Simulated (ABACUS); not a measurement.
Crystal: SiO2.

```
Si O
1.0
     0.00000    4.71626    7.36278
     2.35958    0.00000    7.36278
     2.35958    4.71626    0.00000
Si O
4 8
Direct
  0.93677 0.93677 0.56323
  0.68677 0.68677 0.31323
  0.31323 0.31323 0.68677
  0.56323 0.56323 0.93677
  0.06344 0.43656 0.06344
  0.43656 0.06344 0.43656
  0.81344 0.18656 0.81344
  0.18656 0.81344 0.18656
  0.12500 0.62500 0.62500
  0.62500 0.62500 0.62500
  0.62500 0.62500 0.12500
  0.62500 0.12500 0.62500
```

The cell comes from a database or a generator and needn't be the stable form of this composition.

A run of ABACUS 3.10.1 on this cell left the log below. Logs are shortened: lines on timing, memory, paths and dates and some standing lists are left out, and cuts for length are marked.

```text
ABACUS v3.10.1

               Atomic-orbital Based Ab-initio Computation at UStc

 ------------------------------------------------------------------------------------

 READING GENERAL INFORMATION
                           global_out_dir = OUT.SiO2/
                           global_in_card = INPUT
                               pseudo_dir = ./
                              orbital_dir =
                                    DSIZE = 4
                                    GSIZE = 1

 READING UNITCELL INFORMATION
                                    ntype = 2
                  lattice constant (Bohr) = 1.88973
              lattice constant (Angstrom) = 1

 READING ATOM TYPE 1
                               atom label = Si
                      L=0, number of zeta = 1
                      L=1, number of zeta = 1
                      L=2, number of zeta = 1
             number of atom for this type = 4

 READING ATOM TYPE 2
                               atom label = O
                      L=0, number of zeta = 1
                      L=1, number of zeta = 1
                      L=2, number of zeta = 1
             number of atom for this type = 8

                        TOTAL ATOM NUMBER = 12
DIRECT COORDINATES
    atom                   x                   y                   z     mag                  vx                  vy                  vz
taud_Si1            0.9367689200        0.9367689200        0.5632310800  0.0000        0.0000000000        0.0000000000        0.0000000000
taud_Si2            0.6867689200        0.6867689200        0.3132310800  0.0000        0.0000000000        0.0000000000        0.0000000000
taud_Si3            0.3132310800        0.3132310800        0.6867689200  0.0000        0.0000000000        0.0000000000        0.0000000000
taud_Si4            0.5632310800        0.5632310800        0.9367689200  0.0000        0.0000000000        0.0000000000        0.0000000000
taud_O1            0.0634396000        0.4365604000        0.0634396000  0.0000        0.0000000000        0.0000000000        0.0000000000
[... 356 lines left out ...]
 E_KS(sigma->0) -299.6170567315      -4076.4991895370
 E_Harris       -299.6164597137      -4076.4910666935
 E_band         -23.9033581436       -325.2218720877
 E_one_elec     -160.7321120761      -2186.8725758100
 E_Hartree      113.3896376967       1542.7451668302
 E_xc           -80.9743879585       -1101.7130682977
 E_Ewald        -171.3001943935      -2330.6587122595
 E_entropy(-TS) 0.0000000000         0.0000000000
 E_descf        0.0000000000         0.0000000000
 E_exx          0.0000000000         0.0000000000
 E_Fermi        0.3696154260         5.0288758627
----------------------------------------------------------

 charge density convergence is achieved
 final etot is -4076.4991895 eV
 EFERMI = 5.0288758627 eV

 STATE ENERGY(eV) AND OCCUPATIONS    NSPIN == 1
 1/16 kpoint (Cartesian) = 0.0000 0.0000 0.0000 (14363 pws)
       1       -17.5518     0.00583090
       2       -16.6312     0.00583090
       3       -16.6080     0.00583090
       4       -15.5491     0.00583090
       5       -15.5055     0.00583090
       6       -15.4005     0.00583090
[... 236 lines left out ...]
      38        11.6846    7.20317e-60
      39        11.9417    4.21893e-62

[... levels at 10 further k points ...]

------------------------------------------------------------------------------------------
 TOTAL-FORCE (eV/Angstrom)
------------------------------------------------------------------------------------------
                       Si1         0.0000000000         0.0000000000         0.0672250065
                       Si2         0.0000000000         0.0000000000         0.0672250065
                       Si3         0.0000000000         0.0000000000        -0.0672250065
                       Si4         0.0000000000         0.0000000000        -0.0672250065
                        O1         0.0000000000         0.3114303168         0.0000000000
                        O2         0.0000000000        -0.3114303168         0.0000000000
                        O3         0.0000000000         0.3114303168         0.0000000000
                        O4         0.0000000000        -0.3114303168         0.0000000000
                        O5         0.0000000000         0.0000000000         0.0000000000
                        O6         0.0000000000         0.0000000000         0.0000000000
                        O7         0.0000000000         0.0000000000         0.0000000000
                        O8         0.0000000000         0.0000000000         0.0000000000
------------------------------------------------------------------------------------------

----------------------------------------------------------------
 TOTAL-STRESS (KBAR)
----------------------------------------------------------------
        43.5831551763        -0.0000000000        -0.0000000000
         0.0000000000        45.7465213498        -0.0000000000
         0.0000000000         0.0000000000        44.5654577147
----------------------------------------------------------------
 TOTAL-PRESSURE: 44.631711 KBAR

 --------------------------------------------
 !FINAL_ETOT_IS -4076.4991895369917074 eV
 --------------------------------------------
```

Task: What input gives this log?

Result: Single point with PBE, no spin polarisation. The files as run (others can give the same):

INPUT
```
INPUT_PARAMETERS
suffix              SiO2
calculation         scf
basis_type          pw
pseudo_dir          ./
symmetry            1
dft_functional      pbe
ecutwfc             84
pseudo_rcut         7
nspin               1
nbands              39
ks_solver           dav
smearing_method     fd
smearing_sigma      0.00367493
scf_thr             1e-08
scf_nmax            100
mixing_type         broyden
mixing_beta         0.7
cal_force           1
cal_stress          1
kpar                4
```

STRU
```
ATOMIC_SPECIES
Si 28.0850 Si.upf
O 15.9990 O.upf

LATTICE_CONSTANT
1.8897261246

LATTICE_VECTORS
0.0000000000 4.7162571100 7.3627753715
2.3595806657 0.0000000000 7.3627753715
2.3595806657 4.7162571100 0.0000000000

ATOMIC_POSITIONS
Direct

Si
0.0
4
0.9367689200 0.9367689200 0.5632310800 1 1 1
0.6867689200 0.6867689200 0.3132310800 1 1 1
0.3132310800 0.3132310800 0.6867689200 1 1 1
0.5632310800 0.5632310800 0.9367689200 1 1 1

O
0.0
8
0.0634396000 0.4365604000 0.0634396000 1 1 1
0.4365604000 0.0634396000 0.4365604000 1 1 1
0.8134396000 0.1865604000 0.8134396000 1 1 1
0.1865604000 0.8134396000 0.1865604000 1 1 1
0.1250000000 0.6250000000 0.6250000000 1 1 1
0.6250000000 0.6250000000 0.6250000000 1 1 1
0.6250000000 0.6250000000 0.1250000000 1 1 1
0.6250000000 0.1250000000 0.6250000000 1 1 1
```

KPT
```
K_POINTS
0
Gamma
7 7 7 0 0 0
```

Potentials or basis: PseudoDojo NC SR 0.4.1 PBE standard, plane waves.
Launch:
```bash
$ OMP_NUM_THREADS=1 mpirun -np 4 abacus > log
```

Caveat: there are fewer bands than atomic start orbitals, so a level may be missed at k points of high symmetry; an odd mesh through Γ misses points on the zone boundary, where band edges often lie.
